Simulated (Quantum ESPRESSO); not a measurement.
# Ru (P6_3/mmc) in Quantum ESPRESSO: notebook, part 2 of 2

Quantum ESPRESSO 7.5. Earlier steps stand in the parts before.

## 3. Band structure, LDA

Input file pw.in:

```
&CONTROL
  calculation = 'scf'
  prefix = 'pwscf'
  outdir = './tmp'
  pseudo_dir = './pseudo'
  tprnfor = .true.
  tstress = .true.
  disk_io = 'low'
/
&SYSTEM
  ibrav = 0
  nat = 2
  ntyp = 1
  ecutwfc = 88
  nbnd = 24
  occupations = 'smearing'
  smearing = 'fd'
  degauss = 0.00367493
/
&ELECTRONS
  conv_thr = 4d-10
  electron_maxstep = 120
  mixing_beta = 0.5
/
ATOMIC_SPECIES
Ru   101.0700 Ru.upf
CELL_PARAMETERS angstrom
   2.7058000000    0.0000000000    0.0000000000
  -1.3529000000    2.3432915376    0.0000000000
   0.0000000000    0.0000000000    4.2819000000
ATOMIC_POSITIONS angstrom
Ru     1.3529000001    0.7810971791    3.2114250000
Ru    -0.0000000001    1.5621943585    1.0704750000
K_POINTS automatic
11 11 6 0 0 0
```

Input file bands.in:

```
&CONTROL
  calculation = 'bands'
  prefix = 'pwscf'
  outdir = './tmp'
  pseudo_dir = './pseudo'
  disk_io = 'low'
  verbosity = 'high'
/
&SYSTEM
  ibrav = 0
  nat = 2
  ntyp = 1
  ecutwfc = 88
  nbnd = 24
  occupations = 'smearing'
  smearing = 'fd'
  degauss = 0.00367493
/
&ELECTRONS
  conv_thr = 1d-08
  electron_maxstep = 120
  mixing_beta = 0.5
  diago_full_acc = .true.
/
ATOMIC_SPECIES
Ru   101.0700 Ru.upf
CELL_PARAMETERS angstrom
   2.7058000000    0.0000000000    0.0000000000
  -1.3529000000    2.3432915376    0.0000000000
   0.0000000000    0.0000000000    4.2819000000
ATOMIC_POSITIONS angstrom
Ru     1.3529000001    0.7810971791    3.2114250000
Ru    -0.0000000001    1.5621943585    1.0704750000
K_POINTS crystal
60
 0.0000000000  0.0000000000  0.0000000000 1
 0.0714285714  0.0000000000  0.0000000000 1
 0.1428571429  0.0000000000  0.0000000000 1
 0.2142857143  0.0000000000  0.0000000000 1
 0.2857142857  0.0000000000  0.0000000000 1
 0.3571428571  0.0000000000  0.0000000000 1
 0.4285714286  0.0000000000  0.0000000000 1
 0.5000000000  0.0000000000  0.0000000000 1
 0.4583333333  0.0833333333  0.0000000000 1
 0.4166666667  0.1666666667  0.0000000000 1
 0.3750000000  0.2500000000  0.0000000000 1
 0.3333333333  0.3333333333  0.0000000000 1
 0.2962962963  0.2962962963  0.0000000000 1
 0.2592592593  0.2592592593  0.0000000000 1
 0.2222222222  0.2222222222  0.0000000000 1
 0.1851851852  0.1851851852  0.0000000000 1
 0.1481481481  0.1481481481  0.0000000000 1
 0.1111111111  0.1111111111  0.0000000000 1
 0.0740740741  0.0740740741  0.0000000000 1
 0.0370370370  0.0370370370  0.0000000000 1
 0.0000000000  0.0000000000  0.0000000000 1
 0.0000000000  0.0000000000  0.1250000000 1
 0.0000000000  0.0000000000  0.2500000000 1
 0.0000000000  0.0000000000  0.3750000000 1
 0.0000000000  0.0000000000  0.5000000000 1
 0.0625000000  0.0000000000  0.5000000000 1
 0.1250000000  0.0000000000  0.5000000000 1
 0.1875000000  0.0000000000  0.5000000000 1
 0.2500000000  0.0000000000  0.5000000000 1
 0.3125000000  0.0000000000  0.5000000000 1
 0.3750000000  0.0000000000  0.5000000000 1
 0.4375000000  0.0000000000  0.5000000000 1
 0.5000000000  0.0000000000  0.5000000000 1
 0.4666666667  0.0666666667  0.5000000000 1
 0.4333333333  0.1333333333  0.5000000000 1
 0.4000000000  0.2000000000  0.5000000000 1
 0.3666666667  0.2666666667  0.5000000000 1
 0.3333333333  0.3333333333  0.5000000000 1
 0.3030303030  0.3030303030  0.5000000000 1
 0.2727272727  0.2727272727  0.5000000000 1
 0.2424242424  0.2424242424  0.5000000000 1
 0.2121212121  0.2121212121  0.5000000000 1
 0.1818181818  0.1818181818  0.5000000000 1
 0.1515151515  0.1515151515  0.5000000000 1
 0.1212121212  0.1212121212  0.5000000000 1
 0.0909090909  0.0909090909  0.5000000000 1
 0.0606060606  0.0606060606  0.5000000000 1
 0.0303030303  0.0303030303  0.5000000000 1
 0.0000000000  0.0000000000  0.5000000000 1
 0.5000000000  0.0000000000  0.5000000000 1
 0.5000000000  0.0000000000  0.4000000000 1
 0.5000000000  0.0000000000  0.3000000000 1
 0.5000000000  0.0000000000  0.2000000000 1
 0.5000000000  0.0000000000  0.1000000000 1
 0.5000000000  0.0000000000  0.0000000000 1
 0.3333333333  0.3333333333  0.0000000000 1
 0.3333333333  0.3333333333  0.1250000000 1
 0.3333333333  0.3333333333  0.2500000000 1
 0.3333333333  0.3333333333  0.3750000000 1
 0.3333333333  0.3333333333  0.5000000000 1
```

Potentials or basis: PseudoDojo 0.4.1 SR LDA standard.

Command:

```console
$ OMP_NUM_THREADS=1 pw.x -in pw.in > pw.out
$ OMP_NUM_THREADS=1 pw.x -in bands.in > bands.out
```

pw.out:

```text
This program is part of the open-source Quantum ESPRESSO suite
     for quantum simulation of materials; please cite
[... 9 lines left out ...]
     --------------------
     sticks:   dense  smooth     PW     G-vecs:    dense   smooth      PW
     Sum         637     637    199                20377    20377    3369

     Using Slab Decomposition

     bravais-lattice index     =            0
     lattice parameter (alat)  =       5.1132  a.u.
     unit-cell volume          =     183.2125 (a.u.)^3
     number of atoms/cell      =            2
     number of atomic types    =            1
     number of electrons       =        32.00
     number of Kohn-Sham states=           24
     kinetic-energy cutoff     =      88.0000  Ry
     charge density cutoff     =     352.0000  Ry
     scf convergence threshold =      4.0E-10
     mixing beta               =       0.5000
     number of iterations used =            8  plain     mixing
     Exchange-correlation= SLA  PW   NOGX NOGC
                           (   1   4   0   0   0   0   0)

     celldm(1)=   5.113221  celldm(2)=   0.000000  celldm(3)=   0.000000
     celldm(4)=   0.000000  celldm(5)=   0.000000  celldm(6)=   0.000000

     crystal axes: (cart. coord. in units of alat)
               a(1) = (   1.000000   0.000000   0.000000 )
               a(2) = (  -0.500000   0.866025   0.000000 )
               a(3) = (   0.000000   0.000000   1.582489 )

     reciprocal axes: (cart. coord. in units 2 pi/alat)
               b(1) = (  1.000000  0.577350 -0.000000 )
               b(2) = (  0.000000  1.154701  0.000000 )
               b(3) = (  0.000000 -0.000000  0.631916 )

     PseudoPot. # 1 for Ru read from file:
     Ru.upf
     Pseudo is Norm-conserving + core correction, Zval = 16.0
     Generated using ONCVPSP code by D. R. Hamann
     Using radial grid of 1548 points,  6 beta functions with:
                l(1) =   0
                l(2) =   0
                l(3) =   1
                l(4) =   1
                l(5) =   2
                l(6) =   2

     atomic species   valence    mass     pseudopotential
     Ru               16.00   101.07000     Ru( 1.00)

     24 Sym. Ops., with inversion, found (12 have fractional translation)

   Cartesian axes

     site n.     atom                  positions (alat units)
         1        Ru     tau(   1) = (   0.5000000   0.2886751   1.1868671  )
         2        Ru     tau(   2) = (  -0.0000000   0.5773503   0.3956224  )

     number of k points=    64  Fermi-Dirac smearing, width (Ry)=  0.0037
                       cart. coord. in units 2pi/alat
        k(    1) = (   0.0000000   0.0000000   0.0000000), wk =   0.0027548
        k(    2) = (   0.0000000   0.0000000   0.1053193), wk =   0.0055096
        k(    3) = (   0.0000000   0.0000000   0.2106386), wk =   0.0055096
        k(    4) = (   0.0000000   0.0000000  -0.3159579), wk =   0.0027548
        k(    5) = (   0.0000000   0.1049728   0.0000000), wk =   0.0165289
        k(    6) = (   0.0000000   0.1049728   0.1053193), wk =   0.0330579
[... 56 lines left out ...]
        k(   63) = (   0.2727273   0.5773503   0.2106386), wk =   0.0330579
        k(   64) = (   0.2727273   0.5773503  -0.3159579), wk =   0.0165289

     Dense  grid:    20377 G-vectors     FFT dimensions: (  32,  32,  50)

     Initial potential from superposition of free atoms

     starting charge      31.9989, renormalised to      32.0000
     Starting wfcs are   20 randomized atomic wfcs +    4 random wfcs

     Self-consistent Calculation

     iteration #  1     ecut=    88.00 Ry     beta= 0.50
     Davidson diagonalization with overlap
     ethr =  1.00E-02,  avg # of iterations =  4.1

     Threshold (ethr) on eigenvalues was too large:
     Diagonalizing with lowered threshold

     Davidson diagonalization with overlap
     ethr =  8.71E-04,  avg # of iterations =  1.1

     total energy              =    -404.45915222 Ry
     estimated scf accuracy    <       0.28425282 Ry

     iteration #  2     ecut=    88.00 Ry     beta= 0.50
     Davidson diagonalization with overlap
     ethr =  8.88E-04,  avg # of iterations =  2.2

     total energy              =    -404.52522502 Ry
     estimated scf accuracy    <       0.00822391 Ry

     iteration #  3     ecut=    88.00 Ry     beta= 0.50
     Davidson diagonalization with overlap
     ethr =  2.57E-05,  avg # of iterations =  3.7

     total energy              =    -404.52600980 Ry
     estimated scf accuracy    <       0.00095015 Ry

     iteration #  4     ecut=    88.00 Ry     beta= 0.50
     Davidson diagonalization with overlap
     ethr =  2.97E-06,  avg # of iterations =  3.3

     total energy              =    -404.52610186 Ry
     estimated scf accuracy    <       0.00003194 Ry

     iteration #  5     ecut=    88.00 Ry     beta= 0.50
     Davidson diagonalization with overlap
     ethr =  9.98E-08,  avg # of iterations =  2.3

     total energy              =    -404.52610636 Ry
     estimated scf accuracy    <       0.00000119 Ry

     iteration #  6     ecut=    88.00 Ry     beta= 0.50
     Davidson diagonalization with overlap
     ethr =  3.71E-09,  avg # of iterations =  2.0

     total energy              =    -404.52610657 Ry
     estimated scf accuracy    <       0.00000005 Ry

     iteration #  7     ecut=    88.00 Ry     beta= 0.50
     Davidson diagonalization with overlap
     ethr =  1.68E-10,  avg # of iterations =  1.1

     total energy              =    -404.52610657 Ry
     estimated scf accuracy    <          8.3E-09 Ry

     iteration #  8     ecut=    88.00 Ry     beta= 0.50
     Davidson diagonalization with overlap
     ethr =  2.61E-11,  avg # of iterations =  2.0

     End of self-consistent calculation

          k = 0.0000 0.0000 0.0000 (  2575 PWs)   bands (ev):

   -49.5883 -49.3815 -20.1451 -19.1994 -19.1994 -19.0273 -19.0273 -18.9868
    15.3403  17.1540  20.7858  20.7858  20.9580  21.4719  21.4719  22.0042
    22.0042  24.5999  24.5999  24.6680  33.6407  38.5106  41.0733  41.7008

          k = 0.0000 0.0000 0.1053 (  2556 PWs)   bands (ev):

   -49.5746 -49.3955 -20.0709 -19.1880 -19.1880 -19.0681 -19.0390 -19.0390
    15.6482  17.2523  20.6337  20.6337  20.8095  21.2968  21.2968  22.3995
    22.3995  23.7047  24.6055  24.6055  34.9293  38.0209  40.8926  42.1300

          k = 0.0000 0.0000 0.2106 (  2568 PWs)   bands (ev):

   -49.5372 -49.4338 -19.8659 -19.2873 -19.1567 -19.1567 -19.0707 -19.0707
    16.4574  17.4385  20.5116  20.5116  20.5198  20.9296  20.9296  21.9095
    23.1827  23.1827  24.4528  24.4528  37.5758  37.7117  39.7089  43.1046

          k = 0.0000 0.0000-0.3160 (  2604 PWs)   bands (ev):

   -49.4857 -49.4857 -19.5801 -19.5801 -19.1138 -19.1138 -19.1138 -19.1138
    17.2780  17.2780  20.6191  20.6191  20.6191  20.6191  20.6594  20.6594
    23.9525  23.9525  23.9525  23.9525  38.0488  38.0488  41.3450  41.3450

          k = 0.0000 0.1050 0.0000 (  2575 PWs)   bands (ev):

   -49.5762 -49.3768 -20.1167 -19.2595 -19.2197 -19.0896 -19.0356 -19.0000
    15.6435  17.3844  20.3238  21.0354  21.2955  21.4076  21.6718  21.7015
    21.8207  22.9587  24.7123  26.7542  33.5947  39.0054  41.4132  42.0888

          k = 0.0000 0.1050 0.1053 (  2562 PWs)   bands (ev):

   -49.5630 -49.3903 -20.0477 -19.2456 -19.2075 -19.1400 -19.0481 -19.0389
    15.9393  17.4943  20.3171  20.8338  20.9013  21.0337  21.5095  22.2306
    22.2908  22.7643  24.6896  26.0343  34.9280  38.5297  41.2377  42.3366

          k = 0.0000 0.1050 0.2106 (  2562 PWs)   bands (ev):

   -49.5269 -49.4272 -19.8574 -19.3264 -19.2059 -19.1740 -19.0951 -19.0820
    16.7246  17.7142  20.2795  20.4292  20.4915  20.6997  21.1379  21.7635
    23.1111  23.2460  24.4745  25.0240  37.5539  38.2002  40.1127  42.9608

          k = 0.0000 0.1050-0.3160 (  2560 PWs)   bands (ev):

   -49.4773 -49.4773 -19.5933 -19.5933 -19.1522 -19.1522 -19.1282 -19.1282
    17.5577  17.5577  20.0257  20.0257  20.8172  20.8172  20.8904  20.8904
    23.9172  23.9172  24.1546  24.1546  38.4094  38.4094  41.4480  41.4480
[... 307 lines left out ...]
          k = 0.2727 0.4724-0.3160 (  2558 PWs)   bands (ev):

   -49.3718 -49.3718 -19.9240 -19.9240 -19.5519 -19.5519 -19.1936 -19.1936
    18.2993  18.2993  19.6079  19.6079  20.6601  20.6601  22.1135  22.1135
    24.9241  24.9241  29.5999  29.5999  35.5989  35.5989  35.9662  35.9662

          k = 0.2727 0.5774 0.0000 (  2528 PWs)   bands (ev):

   -49.3768 -49.3557 -19.8329 -19.6466 -19.6308 -19.5172 -19.4136 -19.3999
    17.8109  18.8035  18.9889  19.8405  20.3843  20.7521  22.2317  24.2590
    24.6633  24.8840  29.6390  30.3452  31.7711  36.7493  38.0856  39.0791

          k = 0.2727 0.5774 0.1053 (  2535 PWs)   bands (ev):

   -49.3754 -49.3571 -19.8417 -19.7355 -19.7083 -19.4496 -19.3937 -19.3076
    17.9607  18.8682  18.9509  19.5834  20.4668  20.8474  22.1870  24.2145
    24.3132  24.7640  30.0315  30.4845  32.3063  36.0266  36.5126  38.3418

          k = 0.2727 0.5774 0.2106 (  2553 PWs)   bands (ev):

   -49.3715 -49.3609 -19.8990 -19.8559 -19.6888 -19.5177 -19.2563 -19.2101
    18.2349  18.8198  19.1138  19.3429  20.5309  20.8999  22.1482  23.0230
    24.4714  24.8289  30.7302  30.8637  33.5926  34.9068  35.0646  36.8655

          k = 0.2727 0.5774-0.3160 (  2568 PWs)   bands (ev):

   -49.3661 -49.3661 -19.9168 -19.9168 -19.6069 -19.6069 -19.1881 -19.1881
    18.4861  18.4861  19.4008  19.4008  20.6668  20.6668  22.2988  22.2988
    24.6917  24.6917  31.1384  31.1384  34.2355  34.2355  35.4030  35.4030

     the Fermi energy is    23.3304 ev

!    total energy              =    -404.52610657 Ry
     estimated scf accuracy    <          7.9E-11 Ry
     smearing contrib. (-TS)   =      -0.00123595 Ry
     internal energy E=F+TS    =    -404.52487061 Ry

     The total energy is F=E-TS. E is the sum of the following terms:
     one-electron contribution =     -65.13208308 Ry
     hartree contribution      =      56.63283119 Ry
     xc contribution           =     -68.04120584 Ry
     ewald contribution        =    -327.98441288 Ry

     convergence has been achieved in   8 iterations

     Forces acting on atoms (cartesian axes, Ry/au):

     atom    1 type  1   force =     0.00000000   -0.00000000    0.00000000
     atom    2 type  1   force =    -0.00000000    0.00000000    0.00000000

     Total force =     0.000000     Total SCF correction =     0.000000

     Computing stress (Cartesian axis) and pressure

          total   stress  (Ry/bohr**3)                   (kbar)     P=     -114.65
  -0.00076156   0.00000000   0.00000000         -112.03        0.00        0.00
   0.00000000  -0.00076156   0.00000000            0.00     -112.03        0.00
   0.00000000  -0.00000000  -0.00081506            0.00       -0.00     -119.90

=------------------------------------------------------------------------------=
   JOB DONE.
=------------------------------------------------------------------------------=
```

Run time: 55 s. Hardware: 1 thread of AMD EPYC 7B13 (Zen 3), shared host; peak memory 0.1 GiB.

Results:

```
Free energy            : -5503.8581 eV
Pressure               : -11.5 GPa
Band gap on the k mesh : none (metal or under the smearing width)
```

Levels at the corners of the path, in eV from the Fermi level:
```
point  band 14  band 15  band 16  band 17  band 18  band 19
    Γ    -1.86    -1.86    -1.33    -1.33     1.27     1.27
    M    -1.75    -1.47     1.51     1.93     2.01     4.14
    K    -2.79    -1.01     1.09     1.09     1.53     7.10
    Γ    -1.86    -1.86    -1.33    -1.33     1.27     1.27
    A    -2.71    -2.67    -2.67     0.62     0.62     0.62
    L    -0.99     0.51     0.51     1.77     1.77     3.45
    H    -2.66    -1.12    -1.12     1.31     1.31     8.49
    A    -2.71    -2.67    -2.67     0.62     0.62     0.62
    L    -0.99     0.51     0.51     1.77     1.77     3.45
    M    -1.75    -1.47     1.51     1.93     2.01     4.14
    K    -2.79    -1.01     1.09     1.09     1.53     7.10
    H    -2.66    -1.12    -1.12     1.31     1.31     8.49
```

## 4. Band structure, LDA

pw.in: that of step 3 with these lines changed.

```diff
@@ -13,3 +13,4 @@
   ntyp = 1
-  ecutwfc = 88
+  ecutwfc = 45
+  ecutrho = 360
   nbnd = 24
@@ -25,3 +26,3 @@
 ATOMIC_SPECIES
-Ru   101.0700 Ru.upf
+Ru   101.0700 ru_lda_v1.2.uspp.F.UPF
 CELL_PARAMETERS angstrom
```

bands.in: that of step 3 with these lines changed.

```diff
@@ -12,3 +12,4 @@
   ntyp = 1
-  ecutwfc = 88
+  ecutwfc = 45
+  ecutrho = 360
   nbnd = 24
@@ -25,3 +26,3 @@
 ATOMIC_SPECIES
-Ru   101.0700 Ru.upf
+Ru   101.0700 ru_lda_v1.2.uspp.F.UPF
 CELL_PARAMETERS angstrom
```

Potentials or basis: GBRV 1.5 LDA.

Command:

```console
$ OMP_NUM_THREADS=1 pw.x -in pw.in > pw.out
$ OMP_NUM_THREADS=1 pw.x -in bands.in > bands.out
```

pw.out:

```text
This program is part of the open-source Quantum ESPRESSO suite
     for quantum simulation of materials; please cite
[... 9 lines left out ...]
     --------------------
     sticks:   dense  smooth     PW     G-vecs:    dense   smooth      PW
     Sum         649     313    109                21145     7415    1387

     Using Slab Decomposition

     bravais-lattice index     =            0
     lattice parameter (alat)  =       5.1132  a.u.
     unit-cell volume          =     183.2125 (a.u.)^3
     number of atoms/cell      =            2
     number of atomic types    =            1
     number of electrons       =        32.00
     number of Kohn-Sham states=           24
     kinetic-energy cutoff     =      45.0000  Ry
     charge density cutoff     =     360.0000  Ry
     scf convergence threshold =      4.0E-10
     mixing beta               =       0.5000
     number of iterations used =            8  plain     mixing
[... 197 lines left out ...]
    15.3967  17.2149  20.8461  20.8461  21.0189  21.5316  21.5316  22.0630
    22.0630  24.6565  24.6565  24.7183  33.6870  38.2937  40.7361  41.4031
[... 375 lines left out ...]
   -49.3180 -49.3180 -19.8604 -19.8604 -19.5509 -19.5509 -19.1322 -19.1322
    18.5451  18.5451  19.4588  19.4588  20.7240  20.7240  22.3547  22.3547
    24.7487  24.7487  31.1899  31.1899  34.2774  34.2774  35.4203  35.4203

     the Fermi energy is    23.3867 ev

!    total energy              =    -388.87634154 Ry
     estimated scf accuracy    <          1.0E-10 Ry
     smearing contrib. (-TS)   =      -0.00123656 Ry
     internal energy E=F+TS    =    -388.87510498 Ry

     The total energy is F=E-TS. E is the sum of the following terms:
     one-electron contribution =     -65.56710590 Ry
     hartree contribution      =      56.21419026 Ry
     xc contribution           =     -51.53777646 Ry
     ewald contribution        =    -327.98441288 Ry

     convergence has been achieved in   8 iterations

     negative rho (up, down):  1.375E-01 0.000E+00

     Forces acting on atoms (cartesian axes, Ry/au):

     atom    1 type  1   force =     0.00000000    0.00000000    0.00000000
     atom    2 type  1   force =     0.00000000   -0.00000000    0.00000000

     Total force =     0.000000     Total SCF correction =     0.000000

     Computing stress (Cartesian axis) and pressure

     negative rho (up, down):  1.375E-01 0.000E+00
          total   stress  (Ry/bohr**3)                   (kbar)     P=     -123.89
  -0.00082187  -0.00000000  -0.00000000         -120.90       -0.00       -0.00
  -0.00000000  -0.00082187   0.00000000           -0.00     -120.90        0.00
  -0.00000000   0.00000000  -0.00088282           -0.00        0.00     -129.87

=------------------------------------------------------------------------------=
   JOB DONE.
=------------------------------------------------------------------------------=
```

It took 26 s on 1 thread of AMD EPYC 7B13 (Zen 3), shared host; peak memory 0.12 GiB.

What came out:

* Free energy: -5290.9322 eV
* Pressure: -12.4 GPa
* Band gap on the k mesh: none (metal or under the smearing width)

Levels at the corners of the path, in eV from the Fermi level:
```
point  band 14  band 15  band 16  band 17  band 18  band 19
    Γ    -1.86    -1.86    -1.32    -1.32     1.27     1.27
    M    -1.75    -1.47     1.51     1.94     2.01     4.14
    K    -2.78    -1.01     1.09     1.09     1.53     7.09
    Γ    -1.86    -1.86    -1.32    -1.32     1.27     1.27
    A    -2.71    -2.67    -2.67     0.63     0.63     0.63
    L    -0.99     0.51     0.51     1.77     1.77     3.45
    H    -2.66    -1.12    -1.12     1.31     1.31     8.48
    A    -2.71    -2.67    -2.67     0.63     0.63     0.63
    L    -0.99     0.51     0.51     1.77     1.77     3.45
    M    -1.75    -1.47     1.51     1.94     2.01     4.14
    K    -2.78    -1.01     1.09     1.09     1.53     7.09
    H    -2.66    -1.12    -1.12     1.31     1.31     8.48
```

## 5. Summary

```tsv
level	potentials or basis	cutoff (eV)	form of the LDA correlation	gap on the mesh (eV)	pressure (GPa)
PBE	PseudoDojo 0.4.1 SR PBE standard	1143	-	none	5.1
LDA	PseudoDojo 0.4.1 SR LDA standard	1197	PW92	none	-11.5
LDA	GBRV 1.5 LDA	612	PZ81	none	-12.4
```

Alike in all rows: task band structure; no spin polarisation; cell as given; k mesh 11 × 11 × 6; smearing fermi-dirac 0.05 eV.

Total energies depend on the potentials used, so only differences within one code and one set of settings carry meaning.
